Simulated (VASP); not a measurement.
# Ru (P6_3/mmc) in VASP: further runs

Aim: see how the results for Ru move with the level of theory and the settings. Levels: r2SCAN, r2SCAN+rVV10. Tasks: relaxation of cell and atoms.

Program: VASP 6.6.1. These are calculated values, not measurements. Logs are shortened: lines on timing, memory, paths and dates and some standing lists are left out, and cuts for length are marked.

### Step 1. The crystal as given

It takes space group P6_3/mmc (No. 194, hexagonal). Conventional cell: a = 2.708 Å, b = 2.708 Å, c = 4.268 Å, α = 90.00°, β = 90.00°, γ = 120.00°. Around Ru (site symmetry -6m2) lie 12 Ru at 2.65 to 2.71 Å.

### Step 2. Relaxation of cell and atoms, r2SCAN

INCAR

```
SYSTEM = Ru
PREC = Accurate ; ENCUT = 600
EDIFF = 1E-7 ; ISMEAR = 0
SIGMA = 0.1 ; LREAL = .False.
LASPH = .True. ; NELM = 80
ALGO = Normal ; ISIF = 3
LWAVE = .False. ; LCHARG = .False.
METAGGA = R2SCAN ; LMIXTAU = .True.
IBRION = 2 ; NSW = 90
EDIFFG = -0.005
```

KPOINTS

```
Automatic mesh
0
Gamma
  18 18 10
  0 0 0
```

POSCAR

```
Ru
1.0
    2.7078263400      0.0000000000      0.0000000000
   -1.3539131700      2.3450464000      0.0000000000
    0.0000000000      0.0000000000      4.2681017800
Ru
2
Direct
    0.3333333300      0.6666666700      0.2500000000
    0.6666666700      0.3333333300      0.7500000000
```

Potentials or basis: VASP PAW PBE potentials, release 64 (Ru_pv).

The run is started by

```console
cat potpaw_PBE.64/Ru_pv/POTCAR > POTCAR
mpirun -np 1 vasp_std > vasp.out
```

OUTCAR:

```text
SYSTEM = Ru
   PREC = Accurate
   ENCUT = 600
   EDIFF = 1E-7
   ISMEAR = 0
   LREAL = .False.
   LASPH = .True.
   NELM = 80
   ISIF = 3
   METAGGA = R2SCAN
   IBRION = 2
   NSW = 90
   EDIFFG = -0.005

 ion  position               nearest neighbor table
   1  0.333  0.667  0.250-   2 2.65   2 2.65   2 2.65   2 2.65   2 2.65   2 2.65
   2  0.667  0.333  0.750-   1 2.65   1 2.65   1 2.65   1 2.65   1 2.65   1 2.65

  LATTYP: Found a hexagonal cell.
 ALAT       =     2.7078263400
 C/A-ratio  =     1.5762095659

  Lattice vectors:

 A1 = (   2.7078263400,   0.0000000000,   0.0000000000)
 A2 = (  -1.3539131700,   2.3450464000,   0.0000000000)
 A3 = (   0.0000000000,   0.0000000000,   4.2681017800)

Analysis of symmetry for initial positions (statically):
=====================================================================
 Subroutine PRICEL returns:
 Original cell was already a primitive cell.

 Routine SETGRP: Setting up the symmetry group for a
 hexagonal supercell.

 Subroutine GETGRP returns: Found 24 space group operations
 (whereof 12 operations were pure point group operations)
 out of a pool of 24 trial point group operations.

The static configuration has the point symmetry D_3d.
 The point group associated with its full space group is D_6h.

Analysis of symmetry for dynamics (positions and initial velocities):
=====================================================================
 Subroutine PRICEL returns:
 Original cell was already a primitive cell.

 Routine SETGRP: Setting up the symmetry group for a
 hexagonal supercell.

 Subroutine GETGRP returns: Found 24 space group operations
 (whereof 12 operations were pure point group operations)
 out of a pool of 24 trial point group operations.

The dynamic configuration has the point symmetry D_3d.
 The point group associated with its full space group is D_6h.

 Subroutine INISYM returns: Found 24 space group operations
 (whereof 12 operations are pure point group operations),
 and found     1 'primitive' translations

----------------------------------------------------------------------------------------

                                     Primitive cell

  volume of cell :      27.1024

  direct lattice vectors                    reciprocal lattice vectors
     2.707826340  0.000000000  0.000000000     0.369299901  0.213215397  0.000000000
    -1.353913170  2.345046400  0.000000000     0.000000000  0.426430795  0.000000000
     0.000000000  0.000000000  4.268101780     0.000000000  0.000000000  0.234296193

  length of vectors
     2.707826340  2.707826340  4.268101780     0.426430795  0.426430795  0.234296193

  position of ions in fractional coordinates (direct lattice)
     0.333333330  0.666666670  0.250000000
     0.666666670  0.333333330  0.750000000

  ion indices of the primitive-cell ions
   primitive index   ion index
                 1           1
                 2           2

----------------------------------------------------------------------------------------

 KPOINTS: Automatic mesh

Automatic generation of k-mesh.
 Grid dimensions read from file:
 generate k-points for:   18   18   10

 Generating k-lattice:

  Cartesian coordinates                     Fractional coordinates (reciprocal lattice)
     0.020516661  0.011845300  0.000000000     0.055555556  0.000000000  0.000000000
     0.000000000  0.023690600  0.000000000     0.000000000  0.055555556  0.000000000
     0.000000000  0.000000000  0.023429619     0.000000000  0.000000000  0.100000000

  Length of vectors
     0.023690600  0.023690600  0.023429619

  Shift w.r.t. Gamma in fractional coordinates (k-lattice)
     0.000000000  0.000000000  0.000000000

 Subroutine IBZKPT returns following result:
 ===========================================

 Found    222 irreducible k-points:

 Following reciprocal coordinates:
            Coordinates               Weight
  0.000000  0.000000  0.000000      1.000000
  0.055556  0.000000  0.000000      6.000000
  0.111111  0.000000  0.000000      6.000000
  0.166667 -0.000000  0.000000      6.000000
  0.222222  0.000000  0.000000      6.000000
  0.277778  0.000000  0.000000      6.000000
[... 16 lines left out ...]
  0.333333  0.111111  0.000000     12.000000
  0.388889  0.111111  0.000000     12.000000
 [... further k-points ...]
   k-points           NKPTS =    222   k-points in BZ     NKDIM =    222   number of bands    NBANDS=     18
   number of dos      NEDOS =    301   number of ions     NIONS =      2
   total plane-waves  NPLWV =  20736
   dimension x,y,z NGX =    24 NGY =   24 NGZ =   36
   dimension x,y,z NGXF=    48 NGYF=   48 NGZF=   72
   ions per type =               2
   NGX,Y,Z   is equivalent  to a cutoff of  14.73, 14.73, 14.02 a.u.
   NGXF,Y,Z  is equivalent  to a cutoff of  29.47, 29.47, 28.04 a.u.
 SYSTEM =  Ru
   PREC   = accura    normal or accurate (medium, high low for compatibility)
   ISTART =      0    job   : 0-new  1-cont  2-samecut
   ICHARG =      2    charge: 1-file 2-atom 10-const
   ISPIN  =      1    spin polarized calculation?
   LNONCOLLINEAR =      F non collinear calculations
   LSORBIT =      F    spin-orbit coupling
   LASPH  =      T    aspherical Exc in radial PAW
   ENCUT  =  600.0 eV  44.10 Ry    6.64 a.u.   5.41  5.41  8.52*2*pi/ulx,y,z
   NELM   =     80;   NELMIN=  2; NELMDL= -5     # of ELM steps
   EDIFF  = 0.1E-06   stopping-criterion for ELM
   LREAL  =      F    real-space projection
   EDIFFG = -.5E-02   stopping-criterion for IOM
   NSW    =     90    number of steps for IOM
   IBRION =      2    ionic relax: 0-MD 1-quasi-New 2-CG
   NFREE  =      1    steps in history (QN), initial steepest desc. (CG)
   ISIF   =      3    stress and relaxation
   ISYM   =      2    0-nonsym 1-usesym 2-fastsym
   POTIM  = 0.5000    time-step for ionic-motion
   TEBEG  =    0.0;   TEEND  =   0.0 temperature during run
   PSTRESS=    0.0 pullay stress
   NELECT =      28.0000    total number of electrons
   NUPDOWN=      -1.0000    fix difference up-down
   EMIN   =  10.00;   EMAX   =-10.00  energy-range for DOS
   EFERMI =   0.00;   METHOD = LEGACY
   ISMEAR =     0;   SIGMA  =   0.10  broadening in eV -4-tet -1-fermi 0-gaus
   EFERMI_NEDOS =   21; number of points for ismear=-14 and -15
   IALGO  =     38    algorithm
   IMIX   =      4    mixing-type and parameters
     AMIX     =   0.40;   BMIX     =  1.00
     AMIX_MAG =   1.60;   BMIX_MAG =  1.00
  volume/ion in A,a.u.               =      13.55        91.45
  Fermi-wavevector in a.u.,A,eV,Ry     =   1.654977  3.127452 37.265640  2.738947
  Thomas-Fermi vector in A             =   2.743152
   LORBIT       =      0    0 simple, 1 ext, 2 COOP (PROOUT), +10 PAW based schemes
   METAGGA = R2SCAN    functional components
   LHFCALC =     F    Hartree Fock is set to
   AEXX    =    0.0000 exact exchange contribution
   IVDW    =     0    specifies the selected vdW correction
   LEPSILON=     F    determine dielectric tensor
   LRPA    =     F    only Hartree local field effects (RPA)
 conjugate gradient relaxation of ions
 non-spin polarized calculation
 Gauss-broadening in eV      SIGMA  =   0.10
  energy-cutoff  :      600.00
  volume of cell :       27.10
 maximum number of plane-waves:       935
 NGX is ok and might be reduce to    24

--------------------------------------- Ionic step        1  -------------------------------------------

 number of electron      28.0000001 magnetization

 Free energy of the ion-electron system (eV)
  ---------------------------------------------------
  ext. energy  EPLUGINS =         0.00000000
  ---------------------------------------------------
  free energy    TOTEN  =       -50.85709395 eV

  energy without entropy =      -50.84821106  energy(sigma->0) =      -50.85265251

------------------------ aborting loop because EDIFF is reached ----------------------------------------

  FORCE on cell =-STRESS in cart. coord.  units (eV):
  Direction    XX          YY          ZZ          XY          YZ          ZX
  --------------------------------------------------------------------------------------
  -------------------------------------------------------------------------------------
  Total       -0.0385264     -0.0385264      0.0873913     -0.0000000     -0.0000000      0.0000000
  in kB       -2.2775174     -2.2775174      5.1662053     -0.0000000     -0.0000000      0.0000000
  external PRESSURE =       0.2037235 kB  Pullay stress =       0.0000000 kB
[... 57 lines left out ...]
  energy  without entropy=      -50.8482774537  energy(sigma->0) =      -50.85269577

--------------------------------------- Ionic step        3  -------------------------------------------

 number of electron      28.0000001 magnetization

 Free energy of the ion-electron system (eV)
  ---------------------------------------------------
  ext. energy  EPLUGINS =         0.00000000
  ---------------------------------------------------
  free energy    TOTEN  =       -50.85716332 eV

  energy without entropy =      -50.84829971  energy(sigma->0) =      -50.85273151

 E-fermi :  12.7526     XC(G=0): -15.4201

 val. band max:       12.7517028312   @ k =   0.1667   0.1111   0.3000
 cond. band min:      12.7736722856   @ k =   0.0556   0.0000   0.1000
 fundamental gap:      0.0219694545
 Fermi energy:        12.7526146558

 k-point     1 :       0.0000    0.0000    0.0000
  band No.  band energies     occupation
      1     -32.3351      2.00000
      2     -31.3224      2.00000
      3     -31.3224      2.00000
      4     -31.1362      2.00000
      5     -31.1362      2.00000
      6     -31.0886      2.00000
[... 10 lines left out ...]
     17      13.9958      0.00000
     18      14.1396      0.00000
[... 466 lines left out ...]
      2     -31.8771      2.00000
      3     -31.8128      2.00000
      4     -31.6110      2.00000
      5     -31.4053      2.00000
      6     -31.3212      2.00000
[... 10 lines left out ...]
     17      16.6775      0.00000
     18      20.5116      0.00000

 [... further k-points ...]

------------------------ aborting loop because EDIFF is reached ----------------------------------------

  FORCE on cell =-STRESS in cart. coord.  units (eV):
  Direction    XX          YY          ZZ          XY          YZ          ZX
  --------------------------------------------------------------------------------------
  -------------------------------------------------------------------------------------
  Total       -0.0086508     -0.0086508     -0.0075594      0.0000000      0.0000000      0.0000000
  in kB       -0.5113308     -0.5113308     -0.4468220      0.0000000      0.0000000      0.0000000
  external PRESSURE =      -0.4898279 kB  Pullay stress =       0.0000000 kB
[... 17 lines left out ...]
  FREE ENERGIE OF THE ION-ELECTRON SYSTEM (eV)
  ---------------------------------------------------
  free  energy   TOTEN  =       -50.8571633154 eV

  energy  without entropy=      -50.8482997117  energy(sigma->0) =      -50.85273151

 reached required accuracy - stopping structural energy minimisation
```

Wall time 7.5 min (1 thread of Intel Xeon 6975P-C (Granite Rapids), shared host); peak memory 0.25 GiB.

Results:

```
Free energy                            : -50.8572 eV
Relaxed volume                         : 13.55 Å³/atom
Relaxed cell                           : a = 2.706 Å, b = 2.706 Å, c = 4.273 Å, α = 90.00°, β = 90.00°, γ = 120.00°
Space group after relaxing (to 0.05 Å) : P6_3/mmc (No. 194)
Energy gained by relaxing              : 0.0 meV/atom
Ionic steps                            : 3
Pressure after relaxing                : 0.0 GPa
Band gap on the k mesh                 : none (metal or under the smearing width)
```

Final structure:
```cif
data_structure
_symmetry_space_group_name_H-M 'P 1'
_symmetry_Int_Tables_number 1
_cell_length_a 2.7065
_cell_length_b 2.7065
_cell_length_c 4.2730
_cell_angle_alpha 90.000
_cell_angle_beta 90.000
_cell_angle_gamma 120.000
_cell_volume 27.11
loop_
_atom_site_label
_atom_site_type_symbol
_atom_site_fract_x
_atom_site_fract_y
_atom_site_fract_z
_atom_site_occupancy
Ru1 Ru 0.33333 0.66667 0.25000 1
Ru2 Ru 0.66667 0.33333 0.75000 1
```

Caveat: the PAW data sets were made with another functional, which shifts forces and pressure a little.

### Step 3. Relaxation of cell and atoms, r2SCAN+rVV10

INCAR, as its differences from that of step 2:

```diff
@@ -8,2 +8,4 @@
 METAGGA = R2SCAN ; LMIXTAU = .True.
+LUSE_VDW = .True. ; IVDW_NL = 2
+BPARAM = 11.95 ; CPARAM = 0.0093
 IBRION = 2 ; NSW = 90
```

KPOINTS is that of step 2.

POSCAR is that of step 2.

Potentials or basis: VASP PAW PBE potentials, release 64 (Ru_pv).

The run is started by

```console
cat potpaw_PBE.64/Ru_pv/POTCAR > POTCAR
mpirun -np 1 vasp_std > vasp.out
```

Run time: 14 min. Hardware: 1 thread of Intel Xeon 6975P-C (Granite Rapids), shared host; peak memory 0.35 GiB.

Results (log left out):

```
Free energy                            : -50.3817 eV
Relaxed volume                         : 13.47 Å³/atom
Relaxed cell                           : a = 2.700 Å, b = 2.700 Å, c = 4.265 Å, α = 90.00°, β = 90.00°, γ = 120.00°
Space group after relaxing (to 0.05 Å) : P6_3/mmc (No. 194)
Energy gained by relaxing              : 0.6 meV/atom
Ionic steps                            : 5
Pressure after relaxing                : 0.0 GPa
Band gap on the k mesh                 : none (metal or under the smearing width)
```

The path:
| step | energy change (eV) | largest force (eV/Å) | pressure (GPa) | volume (Å³) |
| --- | --- | --- | --- | --- |
| 1 | 0.0000 | 0.0000 | -2.13 | 27.10 |
| 2 | 0.0104 | 0.0000 | 7.21 | 26.40 |
| 3 | -0.0012 | 0.0000 | 0.05 | 26.93 |
| 4 | -0.0012 | 0.0000 | -0.04 | 26.93 |
| 5 | -0.0013 | 0.0000 | -0.01 | 26.93 |

Final structure:
```
Ru
1.0
     2.70019    0.00000    0.00000
    -1.35009    2.33843    0.00000
     0.00000    0.00000    4.26530
Ru
2
Direct
  0.33333 0.66667 0.25000
  0.66667 0.33333 0.75000
```

Levels at points of the mesh, in eV from the Fermi level:
| k point | band 11 | band 12 | band 13 | band 14 | band 15 | band 16 | band 17 | band 18 |
| --- | --- | --- | --- | --- | --- | --- | --- | --- |
| (0.00, 0.00, 0.00) | -2.53 | -2.01 | -2.01 | -1.48 | -1.48 | 1.26 | 1.26 | 1.37 |
| (0.50, 0.00, 0.00) | -2.19 | -1.90 | -1.58 | 1.50 | 1.95 | 2.03 | 4.28 | 6.47 |
| (0.00, 0.00, 0.50) | -2.91 | -2.91 | -2.85 | -2.85 | 0.58 | 0.58 | 0.58 | 0.58 |
| (0.50, 0.00, 0.50) | -1.12 | -1.12 | 0.47 | 0.47 | 1.78 | 1.78 | 3.57 | 3.57 |

Caveat: the PAW data sets were made with another functional, which shifts forces and pressure a little.
